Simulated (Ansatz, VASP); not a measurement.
## MgO in VASP and in Ansatz

```
Mg O
1.0
     3.48408    0.00000    0.00000
    -1.74204    3.01730    0.00000
     0.00000    0.00000    4.18532
Mg O
2 2
Cartesian
  1.7420 1.0058 3.1390
  0.0000 2.0115 1.0463
  1.7420 1.0058 1.0463
  0.0000 2.0115 3.1390
```

Alike in both runs: task single point; functional r2SCAN; k mesh 12 × 12 × 6; no spin polarisation.

|  | VASP | Ansatz |
| --- | --- | --- |
| version | VASP 6.6.1 | Ansatz 0.2.0 |
| potentials or method | VASP PAW PBE potentials, release 64 (Mg, O) | plane waves, PAW |
| plane-wave cutoff (eV) | 520 | 500 |
| occupations | gaussian, width 0.01 eV | fixed |
| valence electrons in the cell | 16 | 32 |

```csv
,VASP,Ansatz,Ansatz less VASP
gap on the k mesh at the Fermi level (eV),4.08,4.09,+0.014
pressure (GPa),-0.8,0.0,+0.80
largest component of the traceless stress (GPa),0.20,0.01,-0.189
```

The two sets of potentials don't hold the same shells in valence.

Caveats: the PAW data sets were made with another functional, which shifts forces and pressure a little (VASP). A k mesh can miss the band edges. r2SCAN opens gaps a little over a GGA but as a rule still falls short of measured ones.
